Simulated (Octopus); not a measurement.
The system is BeS.

```xyz
2
Lattice="0.0000 2.4250 2.4250 2.4250 0.0000 2.4250 2.4250 2.4250 0.0000" Properties=species:S:1:pos:R:3 pbc="T T T"
S     3.6375    3.6375    3.6375
Be    0.0000    0.0000    0.0000
```

| Item | Value |
| --- | --- |
| Program | Octopus 16.4 |
| Task | single point |
| Functional | PBE |
| Potentials or basis | pseudodojo_pbe (PseudoDojo 0.5, PBE) |
| Grid spacing | 0.127 Å |
| k mesh | 9 × 9 × 9 |
| Occupations | fermi-dirac, width 0.05 eV |
| Spin | no spin polarisation |

On this cell: largest force zero by symmetry; band gap on the k mesh 3.21 eV, indirect (least direct gap 5.66 eV).

The same run follows on a disturbed copy (atoms moved at random, drawn with an rms of 0.05 Å):

```xyz
2
Lattice="0.0000 2.4250 2.4250 2.4250 0.0000 2.4250 2.4250 2.4250 0.0000" Properties=species:S:1:pos:R:3 pbc="T T T"
S     3.6188    3.6069    3.6718
Be   -0.0189   -0.0020   -0.0290
```

Q: What does the disturbed cell give?

A: The energy moves by +8.2 meV/atom; largest force 0.594 eV/Å; band gap on the k mesh 2.97 eV, indirect (least direct gap 5.36 eV).

Forces in eV/Å, atoms in the order of the input:
```
S    0.055  0.245 -0.538
Be  -0.055 -0.245  0.538
```

Caveats: an odd mesh through Γ misses points on the zone boundary, where band edges often lie.
